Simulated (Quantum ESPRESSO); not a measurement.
# Hf (Im-3m) in Quantum ESPRESSO: settings compared, part 2 of 2

Quantum ESPRESSO 7.5. Earlier steps stand in the parts before.

### Step 3. Phonons and electron-phonon coupling, PBE

pw.in

```
&CONTROL
  calculation = 'scf'
  prefix = 'pwscf'
  outdir = './tmp'
  pseudo_dir = './pseudo'
  tprnfor = .true.
  tstress = .true.
  disk_io = 'low'
/
&SYSTEM
  ibrav = 0
  nat = 1
  ntyp = 1
  ecutwfc = 52
  nbnd = 12
  occupations = 'smearing'
  smearing = 'mp'
  degauss = 0.01999163
/
&ELECTRONS
  conv_thr = 2d-10
  electron_maxstep = 120
  mixing_beta = 0.5
/
ATOMIC_SPECIES
Hf   178.4900 72_Hf_12_2.3_3.0_pbe_n_v1.0.upf
CELL_PARAMETERS angstrom
  -1.8050000000    1.8050000000    1.8050000000
   1.8050000000   -1.8050000000    1.8050000000
   1.8050000000    1.8050000000   -1.8050000000
ATOMIC_POSITIONS crystal
Hf     0.0000000000    0.0000000000    0.0000000000
K_POINTS automatic
12 12 12 0 0 0
```

relax.in

```
&CONTROL
  calculation = 'vc-relax'
  prefix = 'pwscf'
  outdir = './tmp'
  pseudo_dir = './pseudo'
  tprnfor = .true.
  tstress = .true.
  disk_io = 'low'
  nstep = 40
  forc_conv_thr = 0.0001
  etot_conv_thr = 1d-06
/
&SYSTEM
  ibrav = 0
  nat = 1
  ntyp = 1
  ecutwfc = 52
  nbnd = 12
  occupations = 'smearing'
  smearing = 'mp'
  degauss = 0.01999163
/
&ELECTRONS
  conv_thr = 2d-10
  electron_maxstep = 120
  mixing_beta = 0.5
/
&IONS
  ion_dynamics = 'bfgs'
/
&CELL
  cell_dynamics = 'bfgs'
  press = 0
  press_conv_thr = 0.2
/
ATOMIC_SPECIES
Hf   178.4900 72_Hf_12_2.3_3.0_pbe_n_v1.0.upf
CELL_PARAMETERS angstrom
  -1.8050000000    1.8050000000    1.8050000000
   1.8050000000   -1.8050000000    1.8050000000
   1.8050000000    1.8050000000   -1.8050000000
ATOMIC_POSITIONS crystal
Hf     0.0000000000    0.0000000000    0.0000000000
K_POINTS automatic
12 12 12 0 0 0
```

scf2.in

```
&CONTROL
  calculation = 'scf'
  prefix = 'pwscf'
  outdir = './tmp'
  pseudo_dir = './pseudo'
  tprnfor = .true.
  tstress = .true.
  disk_io = 'low'
/
&SYSTEM
  ibrav = 0
  nat = 1
  ntyp = 1
  ecutwfc = 52
  nbnd = 12
  occupations = 'smearing'
  smearing = 'mp'
  degauss = 0.01999163
/
&ELECTRONS
  conv_thr = 1d-13
  electron_maxstep = 120
  mixing_beta = 0.5
  startingpot = 'file'
  startingwfc = 'file'
/
ATOMIC_SPECIES
Hf   178.4900 72_Hf_12_2.3_3.0_pbe_n_v1.0.upf
CELL_PARAMETERS angstrom
  -1.7718322686    1.7718322686    1.7718322686
   1.7718322686   -1.7718322686    1.7718322686
   1.7718322686    1.7718322686   -1.7718322686
ATOMIC_POSITIONS crystal
Hf     0.0000000000    0.0000000000    0.0000000000
K_POINTS automatic
12 12 12 0 0 0
```

dense.in

```
&CONTROL
  calculation = 'scf'
  prefix = 'pwscf'
  outdir = './tmp'
  pseudo_dir = './pseudo'
  tprnfor = .true.
  tstress = .true.
  disk_io = 'low'
/
&SYSTEM
  ibrav = 0
  nat = 1
  ntyp = 1
  ecutwfc = 52
  nbnd = 12
  occupations = 'smearing'
  smearing = 'mp'
  degauss = 0.01999163
  la2F = .true.
/
&ELECTRONS
  conv_thr = 1d-12
  electron_maxstep = 120
  mixing_beta = 0.5
  startingpot = 'file'
/
ATOMIC_SPECIES
Hf   178.4900 72_Hf_12_2.3_3.0_pbe_n_v1.0.upf
CELL_PARAMETERS angstrom
  -1.7718322686    1.7718322686    1.7718322686
   1.7718322686   -1.7718322686    1.7718322686
   1.7718322686    1.7718322686   -1.7718322686
ATOMIC_POSITIONS crystal
Hf     0.0000000000    0.0000000000    0.0000000000
K_POINTS automatic
36 36 36 0 0 0
```

scf3.in

```
&CONTROL
  calculation = 'scf'
  prefix = 'pwscf'
  outdir = './tmp'
  pseudo_dir = './pseudo'
  tprnfor = .true.
  tstress = .true.
  disk_io = 'low'
/
&SYSTEM
  ibrav = 0
  nat = 1
  ntyp = 1
  ecutwfc = 52
  nbnd = 12
  occupations = 'smearing'
  smearing = 'mp'
  degauss = 0.01999163
/
&ELECTRONS
  conv_thr = 1d-12
  electron_maxstep = 120
  mixing_beta = 0.5
  startingpot = 'file'
/
ATOMIC_SPECIES
Hf   178.4900 72_Hf_12_2.3_3.0_pbe_n_v1.0.upf
CELL_PARAMETERS angstrom
  -1.7718322686    1.7718322686    1.7718322686
   1.7718322686   -1.7718322686    1.7718322686
   1.7718322686    1.7718322686   -1.7718322686
ATOMIC_POSITIONS crystal
Hf     0.0000000000    0.0000000000    0.0000000000
K_POINTS automatic
12 12 12 0 0 0
```

ph.in

```
phonon_bands of Hf
&INPUTPH
  prefix = 'pwscf'
  outdir = './tmp'
  tr2_ph = 1d-18
  fildyn = 'dyn'
  niter_ph = 90
  alpha_mix(1) = 0.4
  ldisp = .true.
  nq1 = 4
  nq2 = 4
  nq3 = 4
  electron_phonon = 'interpolated'
  el_ph_sigma = 0.005
  el_ph_nsigma = 10
  fildvscf = 'dvscf'
/
```

q2r.in

```
&INPUT
  fildyn = 'dyn'
  zasr = 'crystal'
  flfrc = 'fc'
  la2F = .true.
/
```

matdyn.in

```
&INPUT
  asr = 'crystal'
  flfrc = 'fc'
  flfrq = 'freq'
  q_in_cryst_coord = .true.
  flvec = ' '
/
80
 0.0000000000  0.0000000000  0.0000000000
 0.0312500000 -0.0312500000  0.0312500000
 0.0625000000 -0.0625000000  0.0625000000
 0.0937500000 -0.0937500000  0.0937500000
 0.1250000000 -0.1250000000  0.1250000000
 0.1562500000 -0.1562500000  0.1562500000
 0.1875000000 -0.1875000000  0.1875000000
 0.2187500000 -0.2187500000  0.2187500000
 0.2500000000 -0.2500000000  0.2500000000
 0.2812500000 -0.2812500000  0.2812500000
 0.3125000000 -0.3125000000  0.3125000000
 0.3437500000 -0.3437500000  0.3437500000
 0.3750000000 -0.3750000000  0.3750000000
 0.4062500000 -0.4062500000  0.4062500000
 0.4375000000 -0.4375000000  0.4375000000
 0.4687500000 -0.4687500000  0.4687500000
 0.5000000000 -0.5000000000  0.5000000000
 0.4545454545 -0.4545454545  0.5000000000
 0.4090909091 -0.4090909091  0.5000000000
 0.3636363636 -0.3636363636  0.5000000000
 0.3181818182 -0.3181818182  0.5000000000
 0.2727272727 -0.2727272727  0.5000000000
 0.2272727273 -0.2272727273  0.5000000000
 0.1818181818 -0.1818181818  0.5000000000
 0.1363636364 -0.1363636364  0.5000000000
 0.0909090909 -0.0909090909  0.5000000000
 0.0454545455 -0.0454545455  0.5000000000
 0.0000000000  0.0000000000  0.5000000000
 0.0000000000  0.0000000000  0.4583333333
 0.0000000000  0.0000000000  0.4166666667
 0.0000000000  0.0000000000  0.3750000000
 0.0000000000  0.0000000000  0.3333333333
 0.0000000000  0.0000000000  0.2916666667
 0.0000000000  0.0000000000  0.2500000000
 0.0000000000  0.0000000000  0.2083333333
 0.0000000000  0.0000000000  0.1666666667
 0.0000000000  0.0000000000  0.1250000000
 0.0000000000  0.0000000000  0.0833333333
 0.0000000000  0.0000000000  0.0416666667
 0.0000000000  0.0000000000  0.0000000000
 0.0166666667  0.0166666667  0.0166666667
 0.0333333333  0.0333333333  0.0333333333
 0.0500000000  0.0500000000  0.0500000000
 0.0666666667  0.0666666667  0.0666666667
 0.0833333333  0.0833333333  0.0833333333
 0.1000000000  0.1000000000  0.1000000000
 0.1166666667  0.1166666667  0.1166666667
 0.1333333333  0.1333333333  0.1333333333
 0.1500000000  0.1500000000  0.1500000000
 0.1666666667  0.1666666667  0.1666666667
 0.1833333333  0.1833333333  0.1833333333
 0.2000000000  0.2000000000  0.2000000000
 0.2166666667  0.2166666667  0.2166666667
 0.2333333333  0.2333333333  0.2333333333
 0.2500000000  0.2500000000  0.2500000000
 0.2666666667  0.2000000000  0.2666666667
 0.2833333333  0.1500000000  0.2833333333
 0.3000000000  0.1000000000  0.3000000000
 0.3166666667  0.0500000000  0.3166666667
 0.3333333333  0.0000000000  0.3333333333
 0.3500000000 -0.0500000000  0.3500000000
 0.3666666667 -0.1000000000  0.3666666667
 0.3833333333 -0.1500000000  0.3833333333
 0.4000000000 -0.2000000000  0.4000000000
 0.4166666667 -0.2500000000  0.4166666667
 0.4333333333 -0.3000000000  0.4333333333
 0.4500000000 -0.3500000000  0.4500000000
 0.4666666667 -0.4000000000  0.4666666667
 0.4833333333 -0.4500000000  0.4833333333
 0.5000000000 -0.5000000000  0.5000000000
 0.2500000000  0.2500000000  0.2500000000
 0.2222222222  0.2222222222  0.2777777778
 0.1944444444  0.1944444444  0.3055555556
 0.1666666667  0.1666666667  0.3333333333
 0.1388888889  0.1388888889  0.3611111111
 0.1111111111  0.1111111111  0.3888888889
 0.0833333333  0.0833333333  0.4166666667
 0.0555555556  0.0555555556  0.4444444444
 0.0277777778  0.0277777778  0.4722222222
 0.0000000000  0.0000000000  0.5000000000
```

matdyn_dos.in

```
&INPUT
  asr = 'crystal'
  flfrc = 'fc'
  dos = .true.
  fldos = 'phdos'
  nk1 = 18
  nk2 = 18
  nk3 = 18
  deltaE = 0.5
  flvec = ' '
  flfrq = ' '
/
```

matdyn_a2f.in

```
&INPUT
  asr = 'crystal'
  flfrc = 'fc'
  la2F = .true.
  dos = .true.
  fldos = 'dos2'
  nk1 = 14
  nk2 = 14
  nk3 = 14
  ndos = 60
  el_ph_nsigma = 10
  flfrq = 'dosfreq2'
  flvec = ' '
/
```

matdyn_mesh.in

```
&INPUT
  asr = 'crystal'
  flfrc = 'fc'
  flfrq = 'mesh'
  q_in_cryst_coord = .true.
  flvec = ' '
/
1000
 0.05000000  0.05000000  0.05000000
 0.05000000  0.05000000  0.15000000
 0.05000000  0.05000000  0.25000000
[... 997 further points of the even 10 x 10 x 10 mesh, shifted by half a step ...]
```

Potentials or basis: SPMS 1.0 PBE.

Command:

```console
OMP_NUM_THREADS=1 mpirun -n 4 pw.x -nk 4 -in pw.in > pw.out
OMP_NUM_THREADS=1 mpirun -n 4 pw.x -nk 4 -in relax.in > relax.out
OMP_NUM_THREADS=1 mpirun -n 4 pw.x -nk 4 -in scf2.in > scf2.out
OMP_NUM_THREADS=1 mpirun -n 4 pw.x -nk 4 -in dense.in > dense.out
OMP_NUM_THREADS=1 mpirun -n 4 pw.x -nk 4 -in scf3.in > scf3.out
OMP_NUM_THREADS=1 mpirun -n 4 ph.x -nk 4 -in ph.in > ph.out
OMP_NUM_THREADS=1 mpirun -n 1 q2r.x -in q2r.in > q2r.out
OMP_NUM_THREADS=1 mpirun -n 1 matdyn.x -in matdyn.in > matdyn.out
OMP_NUM_THREADS=1 mpirun -n 1 matdyn.x -in matdyn_dos.in > matdyn_dos.out
OMP_NUM_THREADS=1 mpirun -n 1 matdyn.x -in matdyn_a2f.in > matdyn_a2f.out
OMP_NUM_THREADS=1 mpirun -n 1 matdyn.x -in matdyn_mesh.in > matdyn_mesh.out
```

pw.out:

```text
This program is part of the open-source Quantum ESPRESSO suite
     for quantum simulation of materials; please cite
[... 6 lines left out ...]
     using ibrav=0 with symmetry is DISCOURAGED, use correct ibrav instead

     K-points division:     npool     =       4
     Subspace diagonalization in iterative solution of the eigenvalue problem:
     a serial algorithm will be used

     G-vector sticks info
     --------------------
     sticks:   dense  smooth     PW     G-vecs:    dense   smooth      PW
     Sum         541     541    205                 8007     8007    1865

     Using Slab Decomposition

     bravais-lattice index     =            0
     lattice parameter (alat)  =       5.9079  a.u.
     unit-cell volume          =     158.7407 (a.u.)^3
     number of atoms/cell      =            1
     number of atomic types    =            1
     number of electrons       =        12.00
     number of Kohn-Sham states=           12
     kinetic-energy cutoff     =      52.0000  Ry
     charge density cutoff     =     208.0000  Ry
     scf convergence threshold =      2.0E-10
     mixing beta               =       0.5000
     number of iterations used =            8  plain     mixing
     Exchange-correlation= PBE
                           (   1   4   3   4   0   0   0)

     celldm(1)=   5.907948  celldm(2)=   0.000000  celldm(3)=   0.000000
     celldm(4)=   0.000000  celldm(5)=   0.000000  celldm(6)=   0.000000

     crystal axes: (cart. coord. in units of alat)
               a(1) = (  -0.577350   0.577350   0.577350 )
               a(2) = (   0.577350  -0.577350   0.577350 )
               a(3) = (   0.577350   0.577350  -0.577350 )

     reciprocal axes: (cart. coord. in units 2 pi/alat)
               b(1) = ( -0.000000  0.866025  0.866025 )
               b(2) = (  0.866025 -0.000000  0.866025 )
               b(3) = (  0.866025  0.866025  0.000000 )

     PseudoPot. # 1 for Hf read from file:
     72_Hf_12_2.3_3.0_pbe_n_v1.0.upf
     Pseudo is Norm-conserving + core correction, Zval = 12.0
     Generated using ONCVPSP code by D. R. Hamann
     Using radial grid of 1660 points,  8 beta functions with:
                l(1) =   0
                l(2) =   0
                l(3) =   1
                l(4) =   1
                l(5) =   2
                l(6) =   2
                l(7) =   3
                l(8) =   3

     atomic species   valence    mass     pseudopotential
     Hf               12.00   178.49000     Hf( 1.00)

     48 Sym. Ops., with inversion, found

   Cartesian axes

     site n.     atom                  positions (alat units)
         1        Hf     tau(   1) = (   0.0000000   0.0000000   0.0000000  )

     number of k points=    72  Methfessel-Paxton smearing, width (Ry)=  0.0200
                       cart. coord. in units 2pi/alat
        k(    1) = (   0.0000000   0.0000000   0.0000000), wk =   0.0011574
        k(    2) = (   0.0721688   0.0721688   0.0000000), wk =   0.0138889
        k(    3) = (   0.1443376   0.1443376   0.0000000), wk =   0.0138889
        k(    4) = (   0.2165064   0.2165064   0.0000000), wk =   0.0138889
        k(    5) = (   0.2886751   0.2886751   0.0000000), wk =   0.0138889
        k(    6) = (   0.3608439   0.3608439   0.0000000), wk =   0.0138889
[... 64 lines left out ...]
        k(   71) = (  -0.8660254  -0.0721688  -0.0721688), wk =   0.0138889
        k(   72) = (  -0.8660254  -0.8660254  -0.8660254), wk =   0.0011574

     Dense  grid:     8007 G-vectors     FFT dimensions: (  27,  27,  27)

     Initial potential from superposition of free atoms

     starting charge      11.9981, renormalised to      12.0000
     Starting wfcs are   10 randomized atomic wfcs +    2 random wfcs

     Self-consistent Calculation

     iteration #  1     ecut=    52.00 Ry     beta= 0.50
     Davidson diagonalization with overlap
     ethr =  1.00E-02,  avg # of iterations =  3.7

     Threshold (ethr) on eigenvalues was too large:
     Diagonalizing with lowered threshold

     Davidson diagonalization with overlap
     ethr =  1.47E-04,  avg # of iterations =  2.2

     total energy              =    -112.94652260 Ry
     estimated scf accuracy    <       0.01841873 Ry

     iteration #  2     ecut=    52.00 Ry     beta= 0.50
     Davidson diagonalization with overlap
     ethr =  1.53E-04,  avg # of iterations =  1.4

     total energy              =    -112.94768702 Ry
     estimated scf accuracy    <       0.00160912 Ry

     iteration #  3     ecut=    52.00 Ry     beta= 0.50
     Davidson diagonalization with overlap
     ethr =  1.34E-05,  avg # of iterations =  2.4

     total energy              =    -112.94784747 Ry
     estimated scf accuracy    <       0.00008533 Ry
[... 12 lines left out ...]
     total energy              =    -112.94785236 Ry
     estimated scf accuracy    <       0.00000020 Ry

     iteration #  6     ecut=    52.00 Ry     beta= 0.50
     Davidson diagonalization with overlap
     ethr =  1.64E-09,  avg # of iterations =  2.0

     total energy              =    -112.94785240 Ry
     estimated scf accuracy    <          7.0E-09 Ry

     iteration #  7     ecut=    52.00 Ry     beta= 0.50
     Davidson diagonalization with overlap
     ethr =  5.87E-11,  avg # of iterations =  2.0

     End of self-consistent calculation

          k = 0.0000 0.0000 0.0000 (   959 PWs)   bands (ev):

   -48.4087 -16.6886 -16.6886 -16.6886   6.4290  14.7971  14.7971  14.7971
    17.4405  17.4405  26.2941  26.2941

          k = 0.0722 0.0722 0.0000 (   991 PWs)   bands (ev):

   -48.4051 -16.7377 -16.7042 -16.6887   6.6700  14.6310  14.7272  15.0350
    17.1899  17.4406  26.5107  26.9215

          k = 0.1443 0.1443 0.0000 (   997 PWs)   bands (ev):

   -48.3953 -16.8697 -16.7465 -16.6891   7.3512  14.2163  14.4030  15.7338
    16.8846  17.4706  26.8382  28.0083

          k = 0.2165 0.2165 0.0000 (  1001 PWs)   bands (ev):

   -48.3818 -17.0450 -16.8036 -16.6896   8.3329  13.7212  13.8674  16.8458
    16.9578  17.5867  26.2801  27.1178
[... 328 lines left out ...]
   -48.3195 -17.1748 -17.1433 -17.1433  11.1975  11.2206  17.6390  17.6390
    18.7447  19.2363  22.7602  22.7602

          k =-0.8660-0.0722-0.0722 (  1018 PWs)   bands (ev):

   -48.3167 -17.1911 -17.1602 -17.1461  11.0803  11.0936  17.9398  18.0879
    19.7749  20.1206  21.2448  21.7279

          k =-0.8660-0.8660-0.8660 (  1048 PWs)   bands (ev):

   -48.3139 -17.1773 -17.1773 -17.1773  10.9447  10.9447  19.7274  19.7274
    19.7274  20.1228  20.1228  20.1228

     the Fermi energy is    13.3090 ev

!    total energy              =    -112.94785240 Ry
     estimated scf accuracy    <          3.2E-11 Ry
     smearing contrib. (-TS)   =      -0.00011091 Ry
     internal energy E=F+TS    =    -112.94774149 Ry

     The total energy is F=E-TS. E is the sum of the following terms:
     one-electron contribution =     -24.12102647 Ry
     hartree contribution      =      15.65548899 Ry
     xc contribution           =     -27.66361265 Ry
     ewald contribution        =     -76.81859136 Ry

     convergence has been achieved in   7 iterations

     Forces acting on atoms (cartesian axes, Ry/au):

     atom    1 type  1   force =     0.00000000    0.00000000    0.00000000

     Total force =     0.000000     Total SCF correction =     0.000000

     Computing stress (Cartesian axis) and pressure

          total   stress  (Ry/bohr**3)                   (kbar)     P=      -50.02
  -0.00034005   0.00000000  -0.00000000          -50.02        0.00       -0.00
  -0.00000000  -0.00034005  -0.00000000           -0.00      -50.02       -0.00
  -0.00000000  -0.00000000  -0.00034005           -0.00       -0.00      -50.02

=------------------------------------------------------------------------------=
   JOB DONE.
=------------------------------------------------------------------------------=
```

Wall time 28 min (4 MPI ranks of Intel Xeon Platinum 8259CL at 2.50GHz (Skylake/Cascade Lake), shared host); peak memory 0.4 GiB.

Results:

- Free energy: -1536.7545 eV
- Relaxed volume: 22.25 Å³/atom
- Relaxed cell: a = 3.069 Å, b = 3.069 Å, c = 3.069 Å, α = 109.47°, β = 109.47°, γ = 109.47°
- Space group after relaxing (to 0.05 Å): Im-3m (No. 229)
- Pressure after relaxing: 0.0 GPa
- Band gap on the k mesh: none (metal or under the smearing width)
- Highest phonon frequency: 127 cm⁻¹
- Most unstable mode: 92i cm⁻¹

The path:
```
step  energy change (eV)  largest force (eV/Å)  pressure (GPa)  volume (Å³)
   1              0.0000                0.0000           -5.00        23.52
   2             -0.0146                0.0000           -2.82        22.93
   3             -0.0207                0.0000            0.21        22.20
   4             -0.0207                0.0000           -0.01        22.25
   5             -0.0207                0.0000            0.00        22.25
```

Final structure:
```
CELL_PARAMETERS angstrom
-1.77183 1.77183 1.77183
1.77183 -1.77183 1.77183
1.77183 1.77183 -1.77183
ATOMIC_POSITIONS crystal
Hf 0.00000 0.00000 0.00000
```

Levels at points of the mesh, in eV from the Fermi level:
```tsv
k point	band 3	band 4	band 5	band 6	band 7	band 8	band 9	band 10
(0.00, 0.00, 0.00)	-29.77	-29.77	-7.06	1.54	1.54	1.54	4.34	4.34
(0.00, 0.00, -0.50)	-30.05	-29.78	-3.39	-0.50	1.08	4.17	5.19	7.68
(-0.50, -0.50, -0.50)	-30.36	-30.36	-2.59	-2.59	6.84	6.84	6.84	7.25
```

Phonon frequencies in cm⁻¹ (negative: imaginary):
| q point | frequencies |
| --- | --- |
| (0.000, 0.000, 0.000) | 0 0 0 |
| (0.219, -0.219, 0.219) | 59 78 78 |
| (0.438, -0.438, 0.438) | 123 126 126 |
| (0.273, -0.273, 0.500) | 100 112 117 |
| (0.000, 0.000, 0.458) | -90 90 90 |
| (0.000, 0.000, 0.167) | -33 37 71 |
| (0.050, 0.050, 0.050) | -13 -13 60 |
| (0.167, 0.167, 0.167) | -69 -69 109 |
| (0.283, 0.150, 0.283) | -79 -26 -26 |
| (0.400, -0.200, 0.400) | 103 110 110 |
| (0.250, 0.250, 0.250) | -61 -61 -61 |
| (0.056, 0.056, 0.444) | -92 85 87 |

Phonon frequencies at the corners of the path (cm⁻¹, interpolated; i marks imaginary ones):
```
point  frequencies
    Γ        0 0 0
    H  127 127 127
    N    92i 89 91
    P  61i 61i 61i
```

Phonon states per cell in windows of 10 cm⁻¹ (negative: imaginary):
```csv
from (cm⁻¹),total
-100,0.00
-90,0.12
-80,0.13
-70,0.10
-60,0.10
-50,0.08
-40,0.07
-30,0.06
-20,0.05
-10,0.05
0,0.05
10,0.05
20,0.06
30,0.08
40,0.10
50,0.13
60,0.16
70,0.19
80,0.26
90,0.42
100,0.46
110,0.22
120,0.07
```

Caveat: some modes are imaginary; λ from interpolated matrix elements is rough: modes that symmetry makes equal can differ by tens of percent.
